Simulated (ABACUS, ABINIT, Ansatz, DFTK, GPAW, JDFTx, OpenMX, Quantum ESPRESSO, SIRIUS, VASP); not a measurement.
**KBr: 11 runs at one level of theory**

```
Br K
1.0
     0.00000    3.30000    3.30000
     3.30000    0.00000    3.30000
     3.30000    3.30000    0.00000
Br K
1 1
Direct
  0.50000 0.50000 0.50000
  0.00000 0.00000 0.00000
```

Alike in all runs: task single point; functional PBE; k mesh 7 × 7 × 7; occupations fermi-dirac, width 0.05 eV; no spin polarisation; no spin-orbit coupling. Pressure is positive in compression and, in plane waves, holds the error of the finite cutoff, which Ansatz's Pulay term estimates and takes out.

```
                                                     program and potentials  plane-wave cutoff (eV)         notes  pressure (GPa)
OpenMX, OpenMX 2013 PBE set, Br7.0-s3p2d2, K10.0-s3p2d1, grid cutoff 260 Ry                       -  atomic basis            0.80
                SIRIUS, PseudoDojo 0.4.1 PBE standard (scalar relativistic)                    1030             -            0.70
                   ABACUS, PseudoDojo NC SR 0.4.1 PBE standard, plane waves                    1007             -            0.70
                                       VASP, PBE PAW files Br, K_sv, 520 eV                     520             -            0.75
                                  Quantum ESPRESSO, SSSP 1.3 efficiency PBE                     816             -            0.69
                             Ansatz, all-electron LAPW, scalar-relativistic                       -             -            0.72
                               DFTK, PseudoDojo SR PBE 0.4.1 standard (PBE)                    1007             -            0.70
                                 GPAW, GPAW PAW data sets (gpaw-data 1.2.1)                     600             -            0.70
                                      JDFTx, PseudoDojo-SR-PBE-0.5-standard                    1007             -            0.70
                                      Ansatz, Ansatz PAW (earlier soft set)                     420             -            0.72
                                                   ABINIT, JTH PAW PBE v2.0                     435             -            0.71
```

The pressure spans 0.69 (Quantum ESPRESSO, SSSP 1.3 efficiency PBE) to 0.80 GPa (OpenMX, OpenMX 2013 PBE set, Br7.0-s3p2d2, K10.0-s3p2d1, grid cutoff 260 Ry), with all-electron results at 0.72. Rows in atomic bases carry the error of their basis and grid, which can be large.

Differences between rows come from potentials, basis sets and numerical settings, since the functional is the same but for its coding. Runs on potential files found faulty are left out.
